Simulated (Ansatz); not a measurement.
Crystal: BAs.

```xyz
2
Lattice="0.0000 2.3885 2.3885 2.3885 0.0000 2.3885 2.3885 2.3885 0.0000" Properties=species:S:1:pos:R:3 pbc="T T T"
As    1.1943    1.1943    1.1943
B     0.0000    0.0000    0.0000
```

Program: Ansatz 0.2.0. Alike in all runs: no spin polarisation; cell as given.

Order these runs on this cell by their pressure, lowest first.
A. level PBEsol+D3(BJ); potentials or basis Ansatz PAW; k mesh 10 × 10 × 10; cutoff (eV) 420; smearing gaussian 0.1 eV; mesh quality not flagged
B. level PBE-EpsX; potentials or basis JTH PAW; k mesh 6 × 6 × 6; cutoff (eV) 1350; smearing fixed; mesh quality not flagged
C. level LC-wPBE; potentials or basis PseudoDojo standard (PBE files); k mesh 5 × 5 × 5; cutoff (eV) 1143; smearing fermi-dirac 0.1 eV; mesh quality coarse

C (-6.2 GPa), A (-4.0 GPa), B (1.4 GPa).

Caveats: some runs use coarse meshes; the thresholds are loose for stress (some runs); the potentials were made for another functional, which shifts forces and pressure (some runs); the PAW data sets come from PBE, with cores solved anew for the run's functional, which leaves a small shift of forces and pressure (some runs).
